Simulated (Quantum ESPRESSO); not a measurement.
# CuO under changes of volume

One of the cells (9.699 Å³/atom); the others are scaled copies at fixed shape and fractional positions:

```
Cu O
1.0
     3.17953    0.00000    0.00000
    -1.58977    2.75356    0.00000
     0.00000    0.00000    4.43149
Cu O
2 2
Cartesian
  0.0000 0.0000 0.0000
  0.0000 0.0000 2.2157
  0.0000 1.8357 1.1079
  1.5898 0.9179 3.3236
```

Measurements of this composition are mostly on another form, of space group No. 15.

| Item | Value |
| --- | --- |
| Program | Quantum ESPRESSO 7.5 |
| Functional | PBEsol |
| Potentials or basis | GBRV 1.5 PBEsol |
| Cutoff | 762 eV |
| Density cutoff | 6095 eV |
| k mesh | 10 × 10 × 6 |
| Occupations | fermi-dirac, width 0.05 eV |
| Spin | no spin polarisation |

```tsv
volume (Å³/atom)	energy over the lowest point (meV/atom)	pressure (GPa)
9.117	15.70	10.9
9.311	5.11	6.0
9.505	?	?
9.699	0.00	-2.3
9.893	4.34	-5.7
10.087	12.61	-8.7
10.281	24.40	-11.5
```

What does the run at 9.505 Å³/atom give?

Energy over the lowest point 0.07 meV/atom; pressure 1.7 GPa.

Worked out: A Birch-Murnaghan fit of order 3 (a polynomial in V^(-2/3)) to the other rows has its minimum at 9.60 Å³/atom with B0 = V·E''(V) = 191 GPa and B' = 4.7 at fixed shape and positions, which overstates the stiffness. It gives 0.08 meV/atom at 9.505 Å³/atom, against the run's 0.07, and -dE/dV = 2.0 GPa, against 1.7.

Energies are extrapolated to zero smearing.

Caveats: the run has no spin polarisation, though such a crystal can be magnetic.
